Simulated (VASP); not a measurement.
**AlN: relaxation of cell and atoms with SCAN**

AlN:

```xyz
4
Lattice="3.1130 0.0000 0.0000 -1.5565 2.6959 0.0000 0.0000 0.0000 4.9810" Properties=species:S:1:pos:R:3 pbc="T T T"
Al    1.5565    0.8986    2.4905
Al    0.0000    1.7973    0.0000
N     1.5565    0.8986    4.3833
N     0.0000    1.7973    1.8928
```

```json
{
 "Program": "VASP 6.6.1",
 "Task": "relaxation of cell and atoms",
 "Functional": "SCAN",
 "Potentials or basis": "VASP PAW PBE potentials, release 64 (Al, N)",
 "Cutoff": "600 eV",
 "k mesh": "7 × 7 × 5",
 "Occupations": "fermi-dirac, width 0.05 eV",
 "Spin": "no spin polarisation",
 "Further INCAR settings": "ALGO = Normal; EDIFF = 1e-07; IBRION = 2; EDIFFG = -0.02; NSW = 40; ISIF = 3"
}
```

* Relaxed volume: 10.35 Å³/atom
* Relaxed cell: a = 3.100 Å, b = 3.100 Å, c = 4.974 Å, α = 90.00°, β = 90.00°, γ = 120.00°
* Space group after relaxing (to 0.05 Å): P6_3mc (No. 186)
* Energy gained by relaxing: 1.0 meV/atom
* Ionic steps: 3
* Pressure after relaxing: 0.1 GPa
* Largest force after relaxing: 0.012 eV/Å
* Band gap on the k mesh: 4.96 eV, direct

Forces on the atoms (eV/Å):
```
Al   0.000  0.000 -0.012
Al   0.000  0.000 -0.012
N    0.000  0.000  0.012
N    0.000  0.000  0.012
```

Stress tensor (GPa, compression positive):
```
 0.18  0.00  0.00
 0.00  0.18  0.00
 0.00  0.00 -0.20
```

The path:
```
step  energy change (eV)  largest force (eV/Å)  pressure (GPa)  volume (Å³)
   1              0.0000                0.1180           -2.07        41.80
   2             -0.0003                0.0907            2.14        40.99
   3             -0.0039                0.0117            0.05        41.38
```

Final structure:
```cif
data_structure
_symmetry_space_group_name_H-M 'P 1'
_symmetry_Int_Tables_number 1
_cell_length_a 3.0995
_cell_length_b 3.0995
_cell_length_c 4.9738
_cell_angle_alpha 90.000
_cell_angle_beta 90.000
_cell_angle_gamma 120.000
_cell_volume 41.38
loop_
_atom_site_label
_atom_site_type_symbol
_atom_site_fract_x
_atom_site_fract_y
_atom_site_fract_z
_atom_site_occupancy
Al1 Al 0.66667 0.33333 0.49941 1
Al2 Al 0.33333 0.66667 0.99941 1
N1 N 0.66667 0.33333 0.88059 1
N2 N 0.33333 0.66667 0.38059 1
```

Levels at points of the mesh, in eV from the valence-band top:
| k point | band 5 | band 6 | band 7 | band 8 | band 9 | band 10 | band 11 | band 12 |
| --- | --- | --- | --- | --- | --- | --- | --- | --- |
| (0.00, 0.00, 0.00) | -0.87 | -0.21 | -0.21 | 0.00 | 4.96 | 7.59 | 11.64 | 12.10 |

It took 2.8 min on 1 thread of Intel(R) Xeon(R) Platinum 8375C CPU @ 2.90GHz (Ice Lake), on a shared host, peak memory 0.18 GiB.

Caveat: the PAW data sets were made with another functional, which shifts forces and pressure a little. SCAN opens gaps a little over a GGA but as a rule still falls short of measured ones.
